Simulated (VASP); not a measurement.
# CdS (Fm-3m) in VASP: a series of runs

One crystal, CdS, is run at these levels: PBEsol; tasks: single point.

Program: VASP 6.6.1. These are calculated values, not measurements. Logs are shortened: lines on timing, memory, paths and dates and some standing lists are left out, and cuts for length are marked.

## Step 1: Starting point

Symmetry: Fm-3m, No. 225, cubic system. The conventional cell has a = 5.506 Å, b = 5.506 Å, c = 5.506 Å, α = 90.00°, β = 90.00°, γ = 90.00°. Cd (site symmetry m-3m) has 6 S at 2.75 Å as nearest neighbours. S (site symmetry m-3m) has 6 Cd at 2.75 Å as nearest neighbours.

Measurements of this composition are mostly on another form, of space group No. 186.

## Step 2: Single point, PBEsol, spin-orbit coupling, no magnetisation

Input file INCAR:

```
PREC     = Accurate       # precision mode
ENCUT    = 400            # plane-wave cutoff, eV
EDIFF    = 1E-7           # SCF threshold, eV
ISMEAR   = 0              # smearing method
SIGMA    = 0.02           # smearing width, eV
LREAL    = False          # projectors in reciprocal space
LASPH    = True           # aspherical terms in the spheres
NELM     = 100            # most SCF steps
ALGO     = Normal         # electronic algorithm
ISIF     = 2              # what is computed and relaxed
LWAVE    = False          # write WAVECAR
LCHARG   = False          # write CHGCAR
MAGMOM   = 0 0 0 0 0 0    # initial moments
LORBIT   = 11             # projections on sites
LSORBIT  = True           # spin-orbit coupling
GGA_COMPAT= False        
GGA      = PS             # functional
NBANDS   = 34             # bands
```

Input file KPOINTS:

```
regular mesh
0
Gamma
  5 5 5
```

Input file POSCAR:

```
CdS
1.0
    0.0000000000      2.7532440000      2.7532440000
    2.7532440000      0.0000000000      2.7532440000
    2.7532440000      2.7532440000      0.0000000000
Cd S
1 1
Direct
    0.0000000000      0.0000000000      0.0000000000
    0.5000000000      0.5000000000      0.5000000000
```

Potentials or basis: VASP PAW PBE potentials, release 64 (Cd, S).

Launch:

```bash
> cat potpaw_PBE.64/Cd/POTCAR potpaw_PBE.64/S/POTCAR > POTCAR
> mpirun -np 1 vasp_ncl > vasp.out
```

OUTCAR:

```text
PREC = Accurate
   ENCUT = 400
   EDIFF = 1E-7
   ISMEAR = 0
   LREAL = False
   LASPH = True
   NELM = 100
   ISIF = 2
   LORBIT = 11
   LSORBIT = True
   GGA = PS

 Found     10 irreducible k-points:

 Following reciprocal coordinates:
            Coordinates               Weight
  0.000000  0.000000  0.000000      1.000000
  0.200000  0.000000  0.000000      8.000000
  0.400000  0.000000  0.000000      8.000000
  0.200000  0.200000  0.000000      6.000000
  0.400000  0.200000  0.000000     24.000000
 -0.400000  0.200000  0.000000     24.000000
   k-points           NKPTS =     10   k-points in BZ     NKDIM =     10   number of bands    NBANDS=     34
   number of dos      NEDOS =    301   number of ions     NIONS =      2
   total plane-waves  NPLWV =  21952
   dimension x,y,z NGX =    28 NGY =   28 NGZ =   28
   dimension x,y,z NGXF=    56 NGYF=   56 NGZF=   56
   ions per type =               1   1
   NGX,Y,Z   is equivalent  to a cutoff of  11.95, 11.95, 11.95 a.u.
   NGXF,Y,Z  is equivalent  to a cutoff of  23.91, 23.91, 23.91 a.u.
 SYSTEM =  unknown system
   PREC   = accura    normal or accurate (medium, high low for compatibility)
   ISTART =      0    job   : 0-new  1-cont  2-samecut
   ICHARG =      2    charge: 1-file 2-atom 10-const
   ISPIN  =      1    spin polarized calculation?
   LNONCOLLINEAR =      T non collinear calculations
   LSORBIT =      T    spin-orbit coupling
   LASPH  =      T    aspherical Exc in radial PAW
   ENCUT  =  400.0 eV  29.40 Ry    5.42 a.u.   6.35  6.35  6.35*2*pi/ulx,y,z
   NELM   =    100;   NELMIN=  2; NELMDL= -5     # of ELM steps
   EDIFF  = 0.1E-06   stopping-criterion for ELM
   LREAL  =      F    real-space projection
   EDIFFG = 0.1E-05   stopping-criterion for IOM
   NSW    =      0    number of steps for IOM
   IBRION =     -1    ionic relax: 0-MD 1-quasi-New 2-CG
   NFREE  =      0    steps in history (QN), initial steepest desc. (CG)
   ISIF   =      2    stress and relaxation
   ISYM   =      2    0-nonsym 1-usesym 2-fastsym
   POTIM  = 0.5000    time-step for ionic-motion
   TEBEG  =    0.0;   TEEND  =   0.0 temperature during run
   PSTRESS=    0.0 pullay stress
   NELECT =      18.0000    total number of electrons
   NUPDOWN=      -1.0000    fix difference up-down
   EMIN   =  10.00;   EMAX   =-10.00  energy-range for DOS
   EFERMI =   0.00;   METHOD = LEGACY
   ISMEAR =     0;   SIGMA  =   0.02  broadening in eV -4-tet -1-fermi 0-gaus
   EFERMI_NEDOS =   21; number of points for ismear=-14 and -15
   IALGO  =     38    algorithm
   IMIX   =      4    mixing-type and parameters
     AMIX     =   0.40;   BMIX     =  1.00
     AMIX_MAG =   1.60;   BMIX_MAG =  1.00
  volume/ion in A,a.u.               =      20.87       140.84
  Fermi-wavevector in a.u.,A,eV,Ry     =   1.236833  2.337275 20.813583  1.529755
  Thomas-Fermi vector in A             =   2.371425
   LORBIT       =     11    0 simple, 1 ext, 2 COOP (PROOUT), +10 PAW based schemes
   GGA     = PS    functional components
   LHFCALC =     F    Hartree Fock is set to
   AEXX    =    0.0000 exact exchange contribution
   IVDW    =     0    specifies the selected vdW correction
   LEPSILON=     F    determine dielectric tensor
   LRPA    =     F    only Hartree local field effects (RPA)
 Gauss-broadening in eV      SIGMA  =   0.02
  energy-cutoff  :      400.00
  volume of cell :       41.74
 maximum number of plane-waves:      1538
 NGX is ok and might be reduce to    28
   NGX = 13   NGY = 13   NGZ = 13

 number of electron      18.0000000 magnetization       0.0000000      0.0000000      0.0000000

 number of electron      17.9999990 magnetization      -0.0000000      0.0000000     -0.0000000

 number of electron      17.9999990 magnetization       0.0000000     -0.0000000      0.0000000

 Free energy of the ion-electron system (eV)
  ---------------------------------------------------
  ext. energy  EPLUGINS =         0.00000000
  ---------------------------------------------------
  free energy    TOTEN  =        -6.62068489 eV

  energy without entropy =       -6.62068489  energy(sigma->0) =       -6.62068489

 E-fermi :   2.7339     XC(G=0): -10.5058

 val. band max:        2.6436488761   @ k =  -0.2000   0.2000   0.0000
 cond. band min:       3.2633572402   @ k =   0.4000   0.4000   0.0000
 fundamental gap:      0.6197083641
 Fermi energy:         2.7339342284

 k-point     1 :       0.0000    0.0000    0.0000
  band No.  band energies     occupation
      1     -10.0508      1.00000
      2     -10.0508      1.00000
      3      -5.3554      1.00000
      4      -5.3554      1.00000
      5      -5.3554      1.00000
      6      -5.3554      1.00000
[... 22 lines left out ...]
     29      13.7101      0.00000
     30      13.7101      0.00000

 k-point     2 :       0.2000    0.0000    0.0000
  band No.  band energies     occupation
      1      -9.7278      1.00000
      2      -9.7278      1.00000
      3      -5.3991      1.00000
      4      -5.3991      1.00000
      5      -5.3645      1.00000
      6      -5.3645      1.00000
[... 22 lines left out ...]
     29      13.0047      0.00000
     30      13.0047      0.00000

 k-point     3 :       0.4000    0.0000    0.0000
  band No.  band energies     occupation
      1      -9.0746      1.00000
      2      -9.0746      1.00000
      3      -5.4930      1.00000
      4      -5.4930      1.00000
      5      -5.4365      1.00000
      6      -5.4365      1.00000
[... 22 lines left out ...]
     29      14.9066      0.00000
     30      14.9066      0.00000

 k-point     4 :       0.2000    0.2000    0.0000
  band No.  band energies     occupation
      1      -9.6626      1.00000
      2      -9.6626      1.00000
      3      -5.3832      1.00000
      4      -5.3832      1.00000
      5      -5.3513      1.00000
      6      -5.3513      1.00000
[... 22 lines left out ...]
     29      15.2624      0.00000
     30      15.2624      0.00000

 k-point     5 :       0.4000    0.2000    0.0000
  band No.  band energies     occupation
      1      -9.2171      1.00000
      2      -9.2171      1.00000
      3      -5.3913      1.00000
      4      -5.3913      1.00000
      5      -5.3074      1.00000
      6      -5.3074      1.00000
[... 22 lines left out ...]
     29      15.9724      0.00000
     30      15.9724      0.00000

 k-point     6 :      -0.4000    0.2000    0.0000
  band No.  band energies     occupation
      1      -8.9767      1.00000
      2      -8.9767      1.00000
      3      -5.4547      1.00000
      4      -5.4547      1.00000
      5      -5.2833      1.00000
      6      -5.2833      1.00000
[... 22 lines left out ...]
     29      14.7660      0.00000
     30      14.7660      0.00000

 [... further k-points ...]

 [bands above 30 left out]

------------------------ aborting loop because EDIFF is reached ----------------------------------------

  FORCE on cell =-STRESS in cart. coord.  units (eV):
  Direction    XX          YY          ZZ          XY          YZ          ZX
  --------------------------------------------------------------------------------------
  -------------------------------------------------------------------------------------
  Total       -1.1368822     -1.1368822     -1.1368822      0.0000000      0.0000000     -0.0000000
  in kB      -43.6377097    -43.6377097    -43.6377097      0.0000000      0.0000000     -0.0000000
  external PRESSURE =     -43.6377097 kB  Pullay stress =       0.0000000 kB

 VOLUME and BASIS-vectors are now :
 -----------------------------------------------------------------------------
  energy-cutoff  :      400.00
  volume of cell :       41.74
      direct lattice vectors                 reciprocal lattice vectors
     0.000000000  2.753244000  2.753244000    -0.181603955  0.181603955  0.181603955
     2.753244000  0.000000000  2.753244000     0.181603955 -0.181603955  0.181603955
     2.753244000  2.753244000  0.000000000     0.181603955  0.181603955 -0.181603955

 POSITION                                       TOTAL-FORCE (eV/Angst)
 -----------------------------------------------------------------------------------
      0.00000      0.00000      0.00000         0.000000      0.000000      0.000000
      2.75324      2.75324      2.75324        -0.000000      0.000000     -0.000000
 -----------------------------------------------------------------------------------
    total drift:                               -0.000000      0.000000      0.000000

  FREE ENERGIE OF THE ION-ELECTRON SYSTEM (eV)
  ---------------------------------------------------
  free  energy   TOTEN  =        -6.6206848940 eV

  energy  without entropy=       -6.6206848940  energy(sigma->0) =       -6.62068489

 Spin-Orbit-Coupling matrix elements

 Ion:    1  E_soc:     -0.0526350
 l=   1
     0.0000000    -0.0019209    -0.0019209
    -0.0019209     0.0000000    -0.0019209
    -0.0019209    -0.0019209     0.0000000
 l=   2
     0.0000000    -0.0013883     0.0000000    -0.0013883    -0.0054633
    -0.0013883     0.0000000    -0.0040975    -0.0013883    -0.0013658
     0.0000000    -0.0040975     0.0000000    -0.0040975     0.0000000
    -0.0013883    -0.0013883    -0.0040975     0.0000000    -0.0013658
    -0.0054633    -0.0013658     0.0000000    -0.0013658     0.0000000
 l=   3
     0.0000000     0.0000000     0.0000000     0.0000000     0.0000000     0.0000000     0.0000000
     0.0000000     0.0000000     0.0000000     0.0000000     0.0000000     0.0000000     0.0000000
     0.0000000     0.0000000     0.0000000     0.0000000     0.0000000     0.0000000     0.0000000
     0.0000000     0.0000000     0.0000000     0.0000000     0.0000000     0.0000000     0.0000000
     0.0000000     0.0000000     0.0000000     0.0000000     0.0000000     0.0000000     0.0000000
     0.0000000     0.0000000     0.0000000     0.0000000     0.0000000     0.0000000     0.0000000
     0.0000000     0.0000000     0.0000000     0.0000000     0.0000000     0.0000000     0.0000000

 Ion:    2  E_soc:     -0.0020840
 l=   1
     0.0000000    -0.0003473    -0.0003473
    -0.0003473     0.0000000    -0.0003473
    -0.0003473    -0.0003473     0.0000000
 l=   2
     0.0000000     0.0000000     0.0000000     0.0000000     0.0000000
     0.0000000     0.0000000     0.0000000     0.0000000     0.0000000
     0.0000000     0.0000000     0.0000000     0.0000000     0.0000000
     0.0000000     0.0000000     0.0000000     0.0000000     0.0000000
     0.0000000     0.0000000     0.0000000     0.0000000     0.0000000
 l=   3
     0.0000000     0.0000000     0.0000000     0.0000000     0.0000000     0.0000000     0.0000000
     0.0000000     0.0000000     0.0000000     0.0000000     0.0000000     0.0000000     0.0000000
     0.0000000     0.0000000     0.0000000     0.0000000     0.0000000     0.0000000     0.0000000
     0.0000000     0.0000000     0.0000000     0.0000000     0.0000000     0.0000000     0.0000000
     0.0000000     0.0000000     0.0000000     0.0000000     0.0000000     0.0000000     0.0000000
     0.0000000     0.0000000     0.0000000     0.0000000     0.0000000     0.0000000     0.0000000
     0.0000000     0.0000000     0.0000000     0.0000000     0.0000000     0.0000000     0.0000000

 total charge

# of ion       s       p       d       tot
------------------------------------------
    1        0.374   0.243   9.575  10.192
    2        1.333   2.338   0.000   3.671
--------------------------------------------------
tot          1.707   2.581   9.575  13.863

 magnetization (x)

# of ion       s       p       d       tot
------------------------------------------
    1        0.000   0.000   0.000   0.000
    2        0.000   0.000   0.000   0.000
--------------------------------------------------
tot          0.000   0.000   0.000   0.000

 magnetization (y)

# of ion       s       p       d       tot
------------------------------------------
    1        0.000   0.000  -0.000   0.000
    2        0.000   0.000   0.000   0.000
--------------------------------------------------
tot          0.000   0.000  -0.000   0.000

 magnetization (z)

# of ion       s       p       d       tot
------------------------------------------
    1        0.000   0.000  -0.000  -0.000
    2        0.000   0.000   0.000   0.000
--------------------------------------------------
tot          0.000   0.000  -0.000  -0.000
```

Run time: 40 s. Hardware: 1 thread of Intel Xeon Platinum 8175M at 2.50GHz (Skylake/Cascade Lake), shared host; peak memory 0.24 GiB.

These settings aren't checked as converged: the numbers below hold their error.

Results:

* Free energy: -6.6207 eV
* Pressure: -4.4 GPa
* Valence electrons inside the program's atomic spheres: Cd 10.19; S 3.67

Caveat: the k mesh is coarse (spacing up to 0.40 Å⁻¹), so the values aren't converged; the PAW data sets were made with another functional, which shifts forces and pressure a little.

(Part 1 of 2 ends here.)
